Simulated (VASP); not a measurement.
Si:

```
Si
1.0
     2.60449    0.00517   -0.01146
    -1.29777    2.25828   -0.00872
    -0.01078   -0.01570    2.49115
Si
1
Direct
  0.98790 0.98721 0.98432
```

The cell isn't the ideal one: cell strained at random at fixed volume.

Base run:

```yaml
Program: VASP 6.6.1
Functional: PBEsol
Potentials_or_basis: VASP PAW PBE potentials, release 64 (Si)
Cutoff: 520 eV
k_mesh: 12 × 12 × 11
Occupations: fermi-dirac, width 0.05 eV
Spin: no spin polarisation
```

Its results: band gap on the k mesh none (metal or under the smearing width); pressure 0.6 GPa.

Question: The run is repeated on the same cell with these changes: functional from PBEsol to PBE. What comes out?

Answer: Band gap on the k mesh none (metal or under the smearing width); pressure 2.9 GPa.

PBE binds less tightly than PBEsol, so the same cell stands under more pressure.

Caveats: the PAW data sets were made with another functional, which shifts forces and pressure a little (some runs).
